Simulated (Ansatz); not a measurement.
## Compressing VO₂: a fit and a missing row

VO₂, P4_2/mnm, a = 4.584 Å, c = 2.838 Å. The compound has several low-lying forms, and this is one of them. Ansatz: PBE, PAW, 420 eV, Γ-centred 8×8×12 mesh on 6 atoms, Gaussian smearing 0.10 eV; collinear spin, largest moment 0.8 μB. Shape and atoms are relaxed at each volume; pressure is positive in compression.

```
V (Å³/atom) P (GPa)
      8.746        ?
      9.044    26.82
      9.342    16.31
      9.640     7.43
      9.938     0.01
     10.237    -6.10
     10.535   -10.98
     10.932   -15.61
```

Take V0 = 9.938 Å³/atom, count pressures from its P0 = 0.01 GPa, fit the third-order Birch–Murnaghan form to the other rows, and predict the missing pressure.

With the Eulerian strain f = ½[(V0/V)^(2/3) − 1] and y = (P − P0)/[3f(1 + 2f)^(5/2)], the form is the line y = B0 + 1.5 B0 (B0′ − 4) f. Rows (f, y): 0.03243, 235.5; 0.02105, 232.8; 0.01025, 229.4; -0.00978, 218.8; -0.01907, 211.7; -0.03079, 198.2. Means f = 0.0006817, y = 221.07; Σ(Δf)² = 0.003004, ΣΔfΔy = 1.705; the slope is their ratio. y = 220.7 + 567.6 f GPa, so B0 = 220.7 GPa and B0′ = 4 + 2 × (567.6)/(3 × 220.7) = 5.71. At V = 8.746, f = 0.04446, y = 245.94 and P = 40.60 GPa. The run gave 39.19 GPa, so the fit is 1.41 GPa too high, 2.6 % of the span of the series, against an rms of 0.24 GPa on the fitted rows. The row lies outside the fitted range. The points of y bend away from a line: a fourth-order term fitted to them gives P = 38.64 GPa at this row's volume (the line 40.60, the run 39.19). The records add, with no proof that it causes the miss: the largest moment runs from 0.73 to 0.88 μB along the series.

The largest moment runs from 0.73 to 0.88 μB along the series, so B0 and B0′ hold the change of the moment too.

Moments started parallel, and an antiferromagnetic order may lie lower.